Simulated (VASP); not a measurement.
# KMgF3 (R-3m) in VASP: notebook

Runs on KMgF3. Level: LDA. Tasks: single point.

Everything below comes from runs of VASP 6.6.1. Logs are shortened: lines on timing, memory, paths and dates and some standing lists are left out, and cuts for length are marked.

## (1) Starting point

The structure is trigonal, space group R-3m (No. 166). The conventional cell has a = 5.775 Å, b = 5.775 Å, c = 6.578 Å, α = 90.00°, β = 90.00°, γ = 120.00°. K (site symmetry -3m) is surrounded by 12 F at 2.75 to 2.89 Å. Around Mg (site symmetry -3m) lie 6 F at 2.00 Å. Around F (site symmetry 2/m) lie 2 Mg at 2.00 Å.

## (2) Single point, LDA

Input file INCAR:

```
SYSTEM = KMgF3
PREC = Accurate ; ENCUT = 520
EDIFF = 1E-6 ; ISMEAR = 0
SIGMA = 0.05 ; LREAL = .FALSE.
LASPH = .TRUE. ; NELM = 80
ALGO = Normal ; ISIF = 2
LWAVE = .FALSE. ; LCHARG = .FALSE.
GGA = CA ; NBANDS = 24
```

Input file KPOINTS:

```
Automatic mesh
0
G
  6 6 6
  0 0 0
```

Input file POSCAR:

```
KMgF3
1.0
    3.9882139495     -0.0952815619     -0.0952815619
   -0.0952815619      3.9882139495     -0.0952815619
   -0.0952815619     -0.0952815619      3.9882139495
K Mg F
1 1 3
Direct
    0.5000000000      0.5000000000      0.5000000000
    0.0000000000      0.0000000000      0.0000000000
    0.5000000000      0.0000000000      0.0000000000
    0.0000000000      0.5000000000      0.0000000000
    0.0000000000      0.0000000000      0.5000000000
```

Potentials or basis: VASP PAW LDA potentials, release 64 (K_sv, Mg, F).

Started as:

```sh
cat potpaw_LDA.64/K_sv/POTCAR potpaw_LDA.64/Mg/POTCAR potpaw_LDA.64/F/POTCAR > POTCAR
mpirun -np 1 vasp_std > vasp.out
```

OUTCAR:

```text
SYSTEM = KMgF3
   PREC = Accurate
   ENCUT = 520
   EDIFF = 1E-6
   ISMEAR = 0
   LREAL = .FALSE.
   LASPH = .TRUE.
   NELM = 80
   ISIF = 2
   GGA = CA

 ion  position               nearest neighbor table
   1  0.500  0.500  0.500-   3 2.75   4 2.75   5 2.75   3 2.75   4 2.75   5 2.75   2 3.29   2 3.29
                             2 3.51   2 3.51   2 3.51   2 3.51   2 3.51   2 3.51
   2  0.000  0.000  0.000-   3 2.00   4 2.00   5 2.00   5 2.00   4 2.00   3 2.00   1 3.29   1 3.29
                             1 3.51   1 3.51   1 3.51   1 3.51   1 3.51   1 3.51
   3  0.500  0.000  0.000-   2 2.00   2 2.00   1 2.75   1 2.75
   4  0.000  0.500  0.000-   2 2.00   2 2.00   1 2.75   1 2.75
   5  0.000  0.000  0.500-   2 2.00   2 2.00   1 2.75   1 2.75

  LATTYP: Found a trigonal (rhomboedric) cell.
 ALAT       =     3.9904896515
 COS(alpha) =    -0.0471569688

  Lattice vectors:

 A1 = (   3.9882139495,  -0.0952815619,  -0.0952815619)
 A2 = (  -0.0952815619,   3.9882139495,  -0.0952815619)
 A3 = (  -0.0952815619,  -0.0952815619,   3.9882139495)

Analysis of symmetry for initial positions (statically):
=====================================================================
 Subroutine PRICEL returns:
 Original cell was already a primitive cell.

 Routine SETGRP: Setting up the symmetry group for a
 trigonal (rhombohedral) supercell.

 Subroutine GETGRP returns: Found 12 space group operations
 (whereof 12 operations were pure point group operations)
 out of a pool of 12 trial point group operations.

The static configuration has the point symmetry D_3d.

Analysis of symmetry for dynamics (positions and initial velocities):
=====================================================================
 Subroutine PRICEL returns:
 Original cell was already a primitive cell.

 Routine SETGRP: Setting up the symmetry group for a
 trigonal (rhombohedral) supercell.

 Subroutine GETGRP returns: Found 12 space group operations
 (whereof 12 operations were pure point group operations)
 out of a pool of 12 trial point group operations.

The dynamic configuration has the point symmetry D_3d.

 Subroutine INISYM returns: Found 12 space group operations
 (whereof 12 operations are pure point group operations),
 and found     1 'primitive' translations

----------------------------------------------------------------------------------------

                                     Primitive cell

  volume of cell :      63.3256

  direct lattice vectors                    reciprocal lattice vectors
     3.988213949 -0.095281562 -0.095281562     0.251032382  0.006144149  0.006144149
    -0.095281562  3.988213949 -0.095281562     0.006144149  0.251032382  0.006144149
    -0.095281562 -0.095281562  3.988213949     0.006144149  0.006144149  0.251032382

  length of vectors
     3.990489652  3.990489652  3.990489652     0.251182718  0.251182718  0.251182718

  position of ions in fractional coordinates (direct lattice)
     0.500000000  0.500000000  0.500000000
     0.000000000  0.000000000  0.000000000
     0.500000000  0.000000000  0.000000000
     0.000000000  0.500000000  0.000000000
     0.000000000  0.000000000  0.500000000

  ion indices of the primitive-cell ions
   primitive index   ion index
                 1           1
                 2           2
                 3           3
                 4           4
                 5           5

----------------------------------------------------------------------------------------

 KPOINTS: Automatic mesh

Automatic generation of k-mesh.
 Grid dimensions read from file:
 generate k-points for:    6    6    6

 Generating k-lattice:

  Cartesian coordinates                     Fractional coordinates (reciprocal lattice)
     0.041838730  0.001024025  0.001024025     0.166666667 -0.000000000  0.000000000
     0.001024025  0.041838730  0.001024025    -0.000000000  0.166666667  0.000000000
     0.001024025  0.001024025  0.041838730     0.000000000  0.000000000  0.166666667

  Length of vectors
     0.041863786  0.041863786  0.041863786

  Shift w.r.t. Gamma in fractional coordinates (k-lattice)
     0.000000000  0.000000000  0.000000000

 Subroutine IBZKPT returns following result:
 ===========================================

 Found     32 irreducible k-points:

 Following reciprocal coordinates:
            Coordinates               Weight
  0.000000  0.000000  0.000000      1.000000
  0.166667  0.000000  0.000000      6.000000
  0.333333  0.000000  0.000000      6.000000
  0.500000  0.000000  0.000000      3.000000
  0.166667  0.166667  0.000000      6.000000
  0.333333  0.166667  0.000000     12.000000
[... 16 lines left out ...]
  0.500000  0.500000  0.166667      6.000000
 -0.333333  0.500000  0.166667     12.000000
 [... further k-points ...]
   k-points           NKPTS =     32   k-points in BZ     NKDIM =     32   number of bands    NBANDS=     24
   number of dos      NEDOS =    301   number of ions     NIONS =      5
   total plane-waves  NPLWV =  27000
   dimension x,y,z NGX =    30 NGY =   30 NGZ =   30
   dimension x,y,z NGXF=    60 NGYF=   60 NGZF=   60
   ions per type =               1   1   3
   NGX,Y,Z   is equivalent  to a cutoff of  12.50, 12.50, 12.50 a.u.
   NGXF,Y,Z  is equivalent  to a cutoff of  25.00, 25.00, 25.00 a.u.
 SYSTEM =  KMgF3
   PREC   = accura    normal or accurate (medium, high low for compatibility)
   ISTART =      0    job   : 0-new  1-cont  2-samecut
   ICHARG =      2    charge: 1-file 2-atom 10-const
   ISPIN  =      1    spin polarized calculation?
   LNONCOLLINEAR =      F non collinear calculations
   LSORBIT =      F    spin-orbit coupling
   LASPH  =      T    aspherical Exc in radial PAW
   ENCUT  =  520.0 eV  38.22 Ry    6.18 a.u.   7.42  7.42  7.42*2*pi/ulx,y,z
   NELM   =     80;   NELMIN=  2; NELMDL= -5     # of ELM steps
   EDIFF  = 0.1E-05   stopping-criterion for ELM
   LREAL  =      F    real-space projection
   EDIFFG = 0.1E-04   stopping-criterion for IOM
   NSW    =      0    number of steps for IOM
   IBRION =     -1    ionic relax: 0-MD 1-quasi-New 2-CG
   NFREE  =      0    steps in history (QN), initial steepest desc. (CG)
   ISIF   =      2    stress and relaxation
   ISYM   =      2    0-nonsym 1-usesym 2-fastsym
   POTIM  = 0.5000    time-step for ionic-motion
   TEBEG  =    0.0;   TEEND  =   0.0 temperature during run
   PSTRESS=    0.0 pullay stress
   NELECT =      32.0000    total number of electrons
   NUPDOWN=      -1.0000    fix difference up-down
   EMIN   =  10.00;   EMAX   =-10.00  energy-range for DOS
   EFERMI =   0.00;   METHOD = LEGACY
   ISMEAR =     0;   SIGMA  =   0.05  broadening in eV -4-tet -1-fermi 0-gaus
   EFERMI_NEDOS =   21; number of points for ismear=-14 and -15
   IALGO  =     38    algorithm
   IMIX   =      4    mixing-type and parameters
     AMIX     =   0.40;   BMIX     =  1.00
     AMIX_MAG =   1.60;   BMIX_MAG =  1.00
  volume/ion in A,a.u.               =      12.67        85.47
  Fermi-wavevector in a.u.,A,eV,Ry     =   1.303962  2.464132 23.134232  1.700318
  Thomas-Fermi vector in A             =   2.434930
   LORBIT       =      0    0 simple, 1 ext, 2 COOP (PROOUT), +10 PAW based schemes
   GGA     = CA    functional components
   LHFCALC =     F    Hartree Fock is set to
   AEXX    =    0.0000 exact exchange contribution
   IVDW    =     0    specifies the selected vdW correction
   LEPSILON=     F    determine dielectric tensor
   LRPA    =     F    only Hartree local field effects (RPA)
 non-spin polarized calculation
 Gauss-broadening in eV      SIGMA  =   0.05
  energy-cutoff  :      520.00
  volume of cell :       63.33
 maximum number of plane-waves:      1743
 NGX is ok and might be reduce to    30

 number of electron      31.9999917 magnetization

 Free energy of the ion-electron system (eV)
  ---------------------------------------------------
  ext. energy  EPLUGINS =         0.00000000
  ---------------------------------------------------
  free energy    TOTEN  =       -27.00465196 eV

  energy without entropy =      -27.00465196  energy(sigma->0) =      -27.00465196

 E-fermi :  -1.7259     XC(G=0): -10.4064

 val. band max:       -1.9403396445   @ k =   0.5000   0.5000   0.5000
 cond. band min:       4.9392651946   @ k =   0.0000   0.0000   0.0000
 fundamental gap:      6.8796048391
 Fermi energy:        -1.7258738933

 k-point     1 :       0.0000    0.0000    0.0000
  band No.  band energies     occupation
      1     -27.1690      2.00000
      2     -21.7108      2.00000
      3     -21.0082      2.00000
      4     -21.0082      2.00000
      5     -10.9788      2.00000
      6     -10.8852      2.00000
[... 16 lines left out ...]
     23      11.6906      0.00000
     24      14.1728      0.00000

 k-point     2 :       0.1667    0.0000    0.0000
  band No.  band energies     occupation
      1     -27.1609      2.00000
      2     -21.6793      2.00000
      3     -21.0488      2.00000
      4     -21.0059      2.00000
      5     -10.9566      2.00000
      6     -10.8840      2.00000
[... 16 lines left out ...]
     23      11.6616      0.00000
     24      14.2609      0.00000

 k-point     3 :       0.3333    0.0000    0.0000
  band No.  band energies     occupation
      1     -27.1447      2.00000
      2     -21.6030      2.00000
      3     -21.1441      2.00000
      4     -21.0014      2.00000
      5     -10.9119      2.00000
      6     -10.8816      2.00000
[... 16 lines left out ...]
     23      11.6133      0.00000
     24      14.0026      0.00000
[... 514 lines left out ...]
 k-point    23 :       0.5000    0.5000    0.1667
  band No.  band energies     occupation
      1     -27.1104      2.00000
      2     -21.2682      2.00000
      3     -21.2600      2.00000
      4     -21.1678      2.00000
      5     -11.0459      2.00000
      6     -11.0029      2.00000
[... 16 lines left out ...]
     23      11.9500      0.00000
     24      12.1960      0.00000

 k-point    24 :      -0.3333    0.5000    0.1667
  band No.  band energies     occupation
      1     -27.1161      2.00000
      2     -21.3838      2.00000
      3     -21.2333      2.00000
      4     -21.0873      2.00000
      5     -11.0178      2.00000
      6     -10.9842      2.00000
[... 16 lines left out ...]
     23      12.1327      0.00000
     24      12.8531      0.00000

 [... further k-points ...]
[... 5 lines left out ...]
  --------------------------------------------------------------------------------------
  -------------------------------------------------------------------------------------
  Total       -2.0328850     -2.0328850     -2.0328850      0.8553625      0.8553625      0.8553625
  in kB      -51.4332765    -51.4332765    -51.4332765     21.6412114     21.6412114     21.6412114
  external PRESSURE =     -51.4332765 kB  Pullay stress =       0.0000000 kB

 VOLUME and BASIS-vectors are now :
 -----------------------------------------------------------------------------
  energy-cutoff  :      520.00
  volume of cell :       63.33
      direct lattice vectors                 reciprocal lattice vectors
     3.988213949 -0.095281562 -0.095281562     0.251032382  0.006144149  0.006144149
    -0.095281562  3.988213949 -0.095281562     0.006144149  0.251032382  0.006144149
    -0.095281562 -0.095281562  3.988213949     0.006144149  0.006144149  0.251032382

 POSITION                                       TOTAL-FORCE (eV/Angst)
 -----------------------------------------------------------------------------------
      1.89883      1.89883      1.89883         0.000000     -0.000000     -0.000000
      0.00000      0.00000      0.00000        -0.000000     -0.000000     -0.000000
      1.99411     -0.04764     -0.04764        -0.000000      0.000000     -0.000000
     -0.04764      1.99411     -0.04764        -0.000000     -0.000000     -0.000000
     -0.04764     -0.04764      1.99411         0.000000     -0.000000      0.000000
 -----------------------------------------------------------------------------------
    total drift:                                0.000000     -0.000000      0.000000

  FREE ENERGIE OF THE ION-ELECTRON SYSTEM (eV)
  ---------------------------------------------------
  free  energy   TOTEN  =       -27.0046519577 eV

  energy  without entropy=      -27.0046519577  energy(sigma->0) =      -27.00465196
```

Run time: 28 s. Hardware: 1 thread of Intel Xeon 6975P-C (Granite Rapids), shared host; peak memory 0.17 GiB.

What came out:

```
Free energy            : -27.0047 eV
Pressure               : -5.1 GPa
Band gap on the k mesh : 6.88 eV, indirect (least direct gap 7.08 eV)
```

A k mesh can miss the band edges.

## (3) Single point, LDA

This run uses another cell than the first one, of the same volume but with other edges.

Input file INCAR:

```
SYSTEM = KMgF3
PREC = Accurate ; ENCUT = 520
EDIFF = 1E-6 ; ISMEAR = 0
SIGMA = 0.05 ; LREAL = .False.
LASPH = .True. ; NELM = 80
ALGO = Normal ; ISIF = 2
LWAVE = .False. ; LCHARG = .False.
GGA = CA ; NBANDS = 24
```

Input file KPOINTS:

```
Automatic mesh
0
Gamma
  6 6 6
  0 0 0
```

Changes to POSCAR since step 2:

```diff
@@ -2,5 +2,5 @@
 1.0
-    3.9882139495     -0.0952815619     -0.0952815619
-   -0.0952815619      3.9882139495     -0.0952815619
-   -0.0952815619     -0.0952815619      3.9882139495
+    4.0403577290      0.4857908120      0.4857908120
+    0.4857908120      4.0403577290      0.4857908120
+    0.4857908120      0.4857908120      4.0403577290
 K Mg F
```

Potentials or basis: VASP PAW LDA potentials, release 64 (K_sv, Mg, F).

Started as:

```sh
cat potpaw_LDA.64/K_sv/POTCAR potpaw_LDA.64/Mg/POTCAR potpaw_LDA.64/F/POTCAR > POTCAR
mpirun -np 1 vasp_std > vasp.out
```

Wall time 20 s (1 thread of Intel Xeon 6975P-C (Granite Rapids), shared host); peak memory 0.17 GiB.

It converged, with:

* Free energy: -25.6243 eV
* Pressure: -1.5 GPa
* Band gap on the k mesh: 5.17 eV, indirect (least direct gap 5.21 eV)

Stress tensor (GPa, compression positive):
```
 -1.47 -11.08 -11.08
-11.08  -1.47 -11.08
-11.08 -11.08  -1.47
```

Levels at points of the mesh, in eV from the valence-band top:
| k point | band 14 | band 15 | band 16 | band 17 | band 18 | band 19 |
| --- | --- | --- | --- | --- | --- | --- |
| (0.00, 0.00, 0.00) | -0.65 | -0.04 | -0.04 | 5.17 | 8.55 | 8.55 |
| (0.50, 0.00, 0.00) | -1.42 | -1.27 | -0.22 | 8.00 | 8.17 | 9.10 |
| (0.50, 0.50, 0.00) | -1.47 | -1.29 | -0.14 | 8.59 | 9.86 | 10.32 |
| (0.50, 0.50, 0.50) | -0.51 | 0.00 | 0.00 | 8.75 | 8.75 | 10.21 |
